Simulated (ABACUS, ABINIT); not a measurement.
Given: the input of a run of ABINIT 10.8.3 (patched build) on V. 

run.abi

```
# Pseudopotentials
pp_dirpath "./"
pseudos "V.upf"

# Structure
acell 3*1.0 Angstrom
rprim
    -1.5143500000     1.5143500000     1.5143500000
     1.5143500000    -1.5143500000     1.5143500000
     1.5143500000     1.5143500000    -1.5143500000
ntypat 1
znucl 23
natom 1
typat 1
xred
     0.0000000000     0.0000000000     0.0000000000

# Plane-wave basis
ecut 1142.878222 eV

# k points
kptopt 1
ngkpt 12 12 12
nshiftk 1
shiftk 0.0 0.0 0.0

# Exchange and correlation
ixc -116133

# Bands and occupations
nband 11
occopt 3
tsmear 0.05 eV

# Spin
nsppol 2
spinat
     0.0000000000     0.0000000000     2.0000000000

# SCF cycle
nstep 100
tolvrs 1.0e-10

# Output
iomode 3
prtwf 0
prtden 0
prteig 0
prtebands 0
enunit 2
```

Potentials or basis: PseudoDojo NC SR PBEsol v0.4.1 standard.

Run with:

```bash
$ abinit run.abi > log 2>&1
```

Problem. Set up the same calculation for ABACUS 3.10.1. Potentials or basis there: PseudoDojo NC SR 0.4.1 PBEsol standard, plane waves, cutoff 1143 eV.

Solution. As run (cutoffs and basis follow the program's own potentials, and thresholds, step limits or extra output files can differ):

Contents of INPUT:

```
INPUT_PARAMETERS
suffix              V
calculation         scf
basis_type          pw
pseudo_dir          ./
symmetry            1
dft_functional      pbesol
ecutwfc             84
pseudo_rcut         7
nspin               2
nbands              12
ks_solver           dav
smearing_method     fd
smearing_sigma      0.00367493
scf_thr             1e-08
scf_nmax            100
mixing_type         broyden
mixing_beta         0.4
cal_force           1
cal_stress          1
out_chg             1
out_pot             2
out_elf             1
```

STRU

```
ATOMIC_SPECIES
V 50.9415 V.upf

LATTICE_CONSTANT
1.8897261246

LATTICE_VECTORS
-1.5143500000 1.5143500000 1.5143500000
1.5143500000 -1.5143500000 1.5143500000
1.5143500000 1.5143500000 -1.5143500000

ATOMIC_POSITIONS
Direct

V
0.0
1
0.0000000000 0.0000000000 0.0000000000 1 1 1 mag 2
```

Contents of KPT:

```
K_POINTS
0
Gamma
12 12 12 0 0 0
```

Potentials or basis: PseudoDojo NC SR 0.4.1 PBEsol standard, plane waves.

The run is started by

```sh
$ OMP_NUM_THREADS=1 mpirun -np 4 abacus > log
```

Both were run:

|  | ABINIT | ABACUS |
| --- | --- | --- |
| Pressure | -12.0 GPa | -12.0 GPa |
| Net moment | 0.00 μB per cell | 0.00 μB per cell |

The magnetic state is the one that the start led to; the real crystal's order can differ.

The cell lies far from this level's equilibrium.

Pressure is positive in compression.
